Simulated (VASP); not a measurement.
# CaF2 (Fluorite) (Fm-3m) in VASP: single point with HSE06

Aim: the single point of CaF2 (Fluorite) with HSE06.

All numbers are computed with VASP 6.6.1; they aren't measurements. Logs are shortened: lines on timing, memory, paths and dates and some standing lists are left out, and cuts for length are marked.

### 1 Starting point

The structure is cubic, space group Fm-3m (No. 225). Conventional cell: a = 5.439 Å, b = 5.439 Å, c = 5.439 Å, α = 90.00°, β = 90.00°, γ = 90.00°. Ca (site symmetry m-3m) is surrounded by 8 F at 2.36 Å. Around F (site symmetry -43m) lie 4 Ca at 2.36 Å.

### 2 Single point, HSE06

Contents of POSCAR:

```
CaF2
1.0
    0.0000000000      2.7195928860      2.7195928860
    2.7195928860      0.0000000000      2.7195928860
    2.7195928860      2.7195928860      0.0000000000
Ca F
1 2
Direct
    0.0000000000      0.0000000000      0.0000000000
    0.2500000000      0.2500000000      0.2500000000
    0.7500000000      0.7500000000      0.7500000000
```

Contents of INCAR.step1:

```
ALGO = Normal
EDIFF = 1E-5
ENCUT = 520
GGA = PE
ISIF = 2
ISMEAR = 0
LASPH = T
LCHARG = F
LREAL = F
LWAVE = T
NBANDS = 19
NELM = 100
PREC = Accurate
SIGMA = 0.01
```

Contents of INCAR.step2:

```
ALGO = Normal
EDIFF = 1E-6
ENCUT = 520
GGA = PE
HFSCREEN = 0.2079
ISIF = 2
ISMEAR = 0
ISTART = 1
LASPH = T
LCHARG = F
LHFCALC = T
LREAL = F
LWAVE = F
NBANDS = 19
NELM = 100
PREC = Accurate
PRECFOCK = Normal
SIGMA = 0.01
```

Contents of KPOINTS:

```
k-points
0
Gamma
  4 4 4
```

Potentials or basis: VASP PAW PBE potentials, release 64 (Ca_sv, F).

The run is started by

```sh
$ cat potpaw_PBE.64/Ca_sv/POTCAR potpaw_PBE.64/F/POTCAR > POTCAR
$ cp INCAR.step1 INCAR
$ mpirun -np 1 vasp_std > vasp.out
$ cp INCAR.step2 INCAR
$ mpirun -np 1 vasp_std > vasp.out
```

OUTCAR:

```text
EDIFF = 1E-6
   ENCUT = 520
   GGA = PE
   HFSCREEN = 0.2079
   ISIF = 2
   ISMEAR = 0
   ISTART = 1
   LASPH = T
   LHFCALC = T
   LREAL = F
   NELM = 100
   PREC = Accurate
   PRECFOCK = Normal

 ion  position               nearest neighbor table
   1  0.000  0.000  0.000-   3 2.36   2 2.36   3 2.36   2 2.36   3 2.36   3 2.36   2 2.36   2 2.36

   2  0.250  0.250  0.250-   1 2.36   1 2.36   1 2.36   1 2.36
   3  0.750  0.750  0.750-   1 2.36   1 2.36   1 2.36   1 2.36

  LATTYP: Found a face centered cubic cell.
 ALAT       =     5.4391857720

  Lattice vectors:

 A1 = (   0.0000000000,   2.7195928860,   2.7195928860)
 A2 = (   2.7195928860,   0.0000000000,   2.7195928860)
 A3 = (   2.7195928860,   2.7195928860,   0.0000000000)

Analysis of symmetry for initial positions (statically):
=====================================================================
 Subroutine PRICEL returns:
 Original cell was already a primitive cell.

 Routine SETGRP: Setting up the symmetry group for a
 face centered cubic supercell.

 Subroutine GETGRP returns: Found 48 space group operations
 (whereof 48 operations were pure point group operations)
 out of a pool of 48 trial point group operations.

The static configuration has the point symmetry O_h .

Analysis of symmetry for dynamics (positions and initial velocities):
=====================================================================
 Subroutine PRICEL returns:
 Original cell was already a primitive cell.

 Routine SETGRP: Setting up the symmetry group for a
 face centered cubic supercell.

 Subroutine GETGRP returns: Found 48 space group operations
 (whereof 48 operations were pure point group operations)
 out of a pool of 48 trial point group operations.

The dynamic configuration has the point symmetry O_h .

 Subroutine INISYM returns: Found 48 space group operations
 (whereof 48 operations are pure point group operations),
 and found     1 'primitive' translations

----------------------------------------------------------------------------------------

                                     Primitive cell

  volume of cell :      40.2292

  direct lattice vectors                    reciprocal lattice vectors
     0.000000000  2.719592886  2.719592886    -0.183851047  0.183851047  0.183851047
     2.719592886  0.000000000  2.719592886     0.183851047 -0.183851047  0.183851047
     2.719592886  2.719592886  0.000000000     0.183851047  0.183851047 -0.183851047

  length of vectors
     3.846085144  3.846085144  3.846085144     0.318439355  0.318439355  0.318439355

  position of ions in fractional coordinates (direct lattice)
     0.000000000  0.000000000  0.000000000
     0.250000000  0.250000000  0.250000000
     0.750000000  0.750000000  0.750000000

  ion indices of the primitive-cell ions
   primitive index   ion index
                 1           1
                 2           2
                 3           3

----------------------------------------------------------------------------------------

 KPOINTS: k-points

Automatic generation of k-mesh.
 Grid dimensions read from file:
 generate k-points for:    4    4    4

 Generating k-lattice:

  Cartesian coordinates                     Fractional coordinates (reciprocal lattice)
    -0.045962762  0.045962762  0.045962762     0.250000000  0.000000000  0.000000000
     0.045962762 -0.045962762  0.045962762     0.000000000  0.250000000  0.000000000
     0.045962762  0.045962762 -0.045962762     0.000000000  0.000000000  0.250000000

  Length of vectors
     0.079609839  0.079609839  0.079609839

  Shift w.r.t. Gamma in fractional coordinates (k-lattice)
     0.000000000  0.000000000  0.000000000

 Subroutine IBZKPT returns following result:
 ===========================================

 Found      8 irreducible k-points:

 Following reciprocal coordinates:
            Coordinates               Weight
  0.000000  0.000000  0.000000      1.000000
  0.250000  0.000000  0.000000      8.000000
  0.500000  0.000000  0.000000      4.000000
  0.250000  0.250000  0.000000      6.000000
  0.500000  0.250000  0.000000     24.000000
 -0.250000  0.250000  0.000000     12.000000
  0.500000  0.500000  0.000000      3.000000
 -0.250000  0.500000  0.250000      6.000000
   k-points           NKPTS =      8   k-points in BZ     NKDIM =     64   number of bands    NBANDS=     19
   number of dos      NEDOS =    301   number of ions     NIONS =      3
   total plane-waves  NPLWV =  27000
   dimension x,y,z NGX =    30 NGY =   30 NGZ =   30
   dimension x,y,z NGXF=    60 NGYF=   60 NGZF=   60
   ions per type =               1   2
   NGX,Y,Z   is equivalent  to a cutoff of  12.97, 12.97, 12.97 a.u.
   NGXF,Y,Z  is equivalent  to a cutoff of  25.93, 25.93, 25.93 a.u.
 SYSTEM =  unknown system
   PREC   = accura    normal or accurate (medium, high low for compatibility)
   ISTART =      1    job   : 0-new  1-cont  2-samecut
   ICHARG =      0    charge: 1-file 2-atom 10-const
   ISPIN  =      1    spin polarized calculation?
   LNONCOLLINEAR =      F non collinear calculations
   LSORBIT =      F    spin-orbit coupling
   LASPH  =      T    aspherical Exc in radial PAW
   ENCUT  =  520.0 eV  38.22 Ry    6.18 a.u.   7.15  7.15  7.15*2*pi/ulx,y,z
   NELM   =    100;   NELMIN=  2; NELMDL=  0     # of ELM steps
   EDIFF  = 0.1E-05   stopping-criterion for ELM
   LREAL  =      F    real-space projection
   EDIFFG = 0.1E-04   stopping-criterion for IOM
   NSW    =      0    number of steps for IOM
   IBRION =     -1    ionic relax: 0-MD 1-quasi-New 2-CG
   NFREE  =      0    steps in history (QN), initial steepest desc. (CG)
   ISIF   =      2    stress and relaxation
   ISYM   =      3    0-nonsym 1-usesym 2-fastsym
   POTIM  = 0.5000    time-step for ionic-motion
   TEBEG  =    0.0;   TEEND  =   0.0 temperature during run
   PSTRESS=    0.0 pullay stress
   NELECT =      24.0000    total number of electrons
   NUPDOWN=      -1.0000    fix difference up-down
   EMIN   =  10.00;   EMAX   =-10.00  energy-range for DOS
   EFERMI =   0.00;   METHOD = LEGACY
   ISMEAR =     0;   SIGMA  =   0.01  broadening in eV -4-tet -1-fermi 0-gaus
   EFERMI_NEDOS =   21; number of points for ismear=-14 and -15
   IALGO  =     38    algorithm
   IMIX   =      1    mixing-type and parameters
     AMIX     =   0.40;   BMIX     =  1.00
     AMIX_MAG =   1.60;   BMIX_MAG =  1.00
  volume/ion in A,a.u.               =      13.41        90.49
  Fermi-wavevector in a.u.,A,eV,Ry     =   1.378155  2.604335 25.841692  1.899311
  Thomas-Fermi vector in A             =   2.503242
   LORBIT       =      0    0 simple, 1 ext, 2 COOP (PROOUT), +10 PAW based schemes
   GGA     = PE    functional components
   LHFCALC =     T    Hartree Fock is set to
   PRECFOCK=normal    Normal, Fast or Accurate (Low or Medium for compatibility)
   ENCUT4O =  -1.0   cutoff for four orbital integrals eV
   NKREDX  =     1    reduce k-point grid by
   NKREDY  =     1    reduce k-point grid by
   NKREDZ  =     1    reduce k-point grid by
   AEXX    =    0.2500 exact exchange contribution
   HFSCREEN=    0.2079 screening length (either q_TF or 0.3 A-1)
   HFSCREENC=   0.2079 screening length for correlation (either q_TF or 0.3 A-1)
   ENCUTFOCK=  -1.0 apply spherical cutoff to Coloumb kernel
   IVDW    =     0    specifies the selected vdW correction
   LEPSILON=     F    determine dielectric tensor
   LRPA    =     F    only Hartree local field effects (RPA)
 non-spin polarized calculation
 Gauss-broadening in eV      SIGMA  =   0.01
  energy-cutoff  :      520.00
  volume of cell :       40.23
 maximum number of plane-waves:      1106
 NGX is ok and might be reduce to    30
  NGX = 24; NGY = 24; NGZ = 24

 number of electron      23.9999983 magnetization

 Free energy of the ion-electron system (eV)
  ---------------------------------------------------
  ext. energy  EPLUGINS =         0.00000000
  ---------------------------------------------------
  free energy    TOTEN  =       -20.59340136 eV

  energy without entropy =      -20.59340136  energy(sigma->0) =      -20.59340136

 E-fermi :  -2.3622     XC(G=0):  -7.9504

 val. band max:       -2.5065436539   @ k =   0.5000   0.5000   0.0000
 cond. band min:       6.9122209656   @ k =   0.0000   0.0000   0.0000
 fundamental gap:      9.4187646195
 Fermi energy:        -2.3622138729

 k-point     1 :       0.0000    0.0000    0.0000
  band No.  band energies     occupation
      1     -40.4846      2.00000
      2     -24.0772      2.00000
      3     -23.2570      2.00000
      4     -19.9554      2.00000
      5     -19.9554      2.00000
      6     -19.9554      2.00000
[... 11 lines left out ...]
     18      11.6845      0.00000
     19      16.7634      0.00000

 k-point     2 :       0.2500    0.0000    0.0000
  band No.  band energies     occupation
      1     -40.4654      2.00000
      2     -24.1471      2.00000
      3     -23.4285      2.00000
      4     -19.9807      2.00000
      5     -19.9807      2.00000
      6     -19.7510      2.00000
[... 11 lines left out ...]
     18      11.5306      0.00000
     19      14.8104      0.00000

 k-point     3 :       0.5000    0.0000    0.0000
  band No.  band energies     occupation
      1     -40.4461      2.00000
      2     -24.1148      2.00000
      3     -23.7102      2.00000
      4     -20.0057      2.00000
      5     -20.0057      2.00000
      6     -19.5258      2.00000
[... 11 lines left out ...]
     18      11.3776      0.00000
     19      13.8690      0.00000

 k-point     4 :       0.2500    0.2500    0.0000
  band No.  band energies     occupation
      1     -40.4591      2.00000
      2     -24.2108      2.00000
      3     -23.4224      2.00000
      4     -20.0179      2.00000
      5     -20.0179      2.00000
      6     -19.6461      2.00000
[... 11 lines left out ...]
     18      11.4603      0.00000
     19      16.3616      0.00000

 k-point     5 :       0.5000    0.2500    0.0000
  band No.  band energies     occupation
      1     -40.4398      2.00000
      2     -24.1576      2.00000
      3     -23.7356      2.00000
      4     -20.0429      2.00000
      5     -19.9059      2.00000
      6     -19.5434      2.00000
[... 11 lines left out ...]
     18      12.4701      0.00000
     19      14.7580      0.00000

 k-point     6 :      -0.2500    0.2500    0.0000
  band No.  band energies     occupation
      1     -40.4462      2.00000
      2     -24.1059      2.00000
      3     -23.7253      2.00000
      4     -20.0061      2.00000
      5     -19.8249      2.00000
      6     -19.7005      2.00000
[... 11 lines left out ...]
     18      12.0870      0.00000
     19      15.0596      0.00000

 k-point     7 :       0.5000    0.5000    0.0000
  band No.  band energies     occupation
      1     -40.4335      2.00000
      2     -24.3291      2.00000
      3     -23.5809      2.00000
      4     -20.0798      2.00000
      5     -20.0798      2.00000
      6     -19.3382      2.00000
[... 11 lines left out ...]
     18      13.2034      0.00000
     19      15.0066      0.00000

 k-point     8 :      -0.2500    0.5000    0.2500
  band No.  band energies     occupation
      1     -40.4334      2.00000
      2     -23.9908      2.00000
      3     -23.9908      2.00000
      4     -20.0827      2.00000
      5     -19.6708      2.00000
      6     -19.6708      2.00000
[... 11 lines left out ...]
     18      14.5842      0.00000
     19      15.7799      0.00000

------------------------ aborting loop because EDIFF is reached ----------------------------------------

  FORCE on cell =-STRESS in cart. coord.  units (eV):
  Direction    XX          YY          ZZ          XY          YZ          ZX
  --------------------------------------------------------------------------------------
  -------------------------------------------------------------------------------------
  Total        0.4592040      0.4592040      0.4592040      0.0000000     -0.0000000      0.0000000
  in kB       18.2883509     18.2883509     18.2883509      0.0000000     -0.0000000      0.0000000
  external PRESSURE =      18.2883509 kB  Pullay stress =       0.0000000 kB

 VOLUME and BASIS-vectors are now :
 -----------------------------------------------------------------------------
  energy-cutoff  :      520.00
  volume of cell :       40.23
      direct lattice vectors                 reciprocal lattice vectors
     0.000000000  2.719592886  2.719592886    -0.183851047  0.183851047  0.183851047
     2.719592886  0.000000000  2.719592886     0.183851047 -0.183851047  0.183851047
     2.719592886  2.719592886  0.000000000     0.183851047  0.183851047 -0.183851047

 POSITION                                       TOTAL-FORCE (eV/Angst)
 -----------------------------------------------------------------------------------
      0.00000      0.00000      0.00000        -0.000000     -0.000000     -0.000000
      1.35980      1.35980      1.35980         0.000000      0.000000      0.000000
      4.07939      4.07939      4.07939        -0.000000     -0.000000     -0.000000
 -----------------------------------------------------------------------------------
    total drift:                               -0.000000     -0.000000      0.000000

  FREE ENERGIE OF THE ION-ELECTRON SYSTEM (eV)
  ---------------------------------------------------
  free  energy   TOTEN  =       -20.5934013641 eV

  energy  without entropy=      -20.5934013641  energy(sigma->0) =      -20.59340136
```

Run time: 6.5 min. Hardware: 1 thread of Intel Xeon Platinum 8488C (Sapphire Rapids), shared host; peak memory 0.27 GiB.

What came out:

```
Free energy            : -20.5934 eV
Pressure               : 1.8 GPa
Band gap on the k mesh : 9.42 eV, indirect (least direct gap 9.69 eV)
```

Caveat: the k mesh is coarse (spacing up to 0.50 Å⁻¹), so the values aren't converged, least of all with exact exchange; the PAW data sets were made with another functional, which shifts forces and pressure a little.
